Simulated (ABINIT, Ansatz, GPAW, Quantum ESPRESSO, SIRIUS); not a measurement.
# Ge: programs and potentials compared

```
Ge
1.0
     1.39715   -2.60052    0.00000
     1.39715    2.60052    0.00000
     0.00000    0.00000    2.69823
Ge
1
Direct
  0.50000 0.50000 0.00000
```

This isn't the form of Ge at room conditions, which is diamond.

Alike in all runs: task single point; functional PBEsol; k mesh 11 × 11 × 10; occupations fermi-dirac, width 0.05 eV; no spin polarisation; no spin-orbit coupling. Pressure is positive in compression and, in plane waves, holds the error of the finite cutoff.

```
                                        program and potentials  plane-wave cutoff (eV)                                    notes  pressure (GPa)
               ABINIT, PseudoDojo NC SR PBEsol v0.4.1 standard                    1061  14 valence electrons an atom on average           -4.04
SIRIUS, PseudoDojo 0.4.1 PBEsol standard (scalar relativistic)                    1078  14 valence electrons an atom on average           -4.02
                Ansatz, all-electron LAPW, scalar-relativistic                       -                                        -           -4.03
                             Quantum ESPRESSO, GBRV 1.5 PBEsol                     612  14 valence electrons an atom on average           -4.27
             GPAW, PAW data sets generated for this functional                     600   4 valence electrons an atom on average           -4.24
```

The pressure spans -4.27 (Quantum ESPRESSO, GBRV 1.5 PBEsol) to -4.02 GPa (SIRIUS, PseudoDojo 0.4.1 PBEsol standard (scalar relativistic)), with all-electron results at -4.03.

The functional is the same throughout but for its coding, so the spread measures potentials, basis and numerics; runs on potential files found faulty are left out.
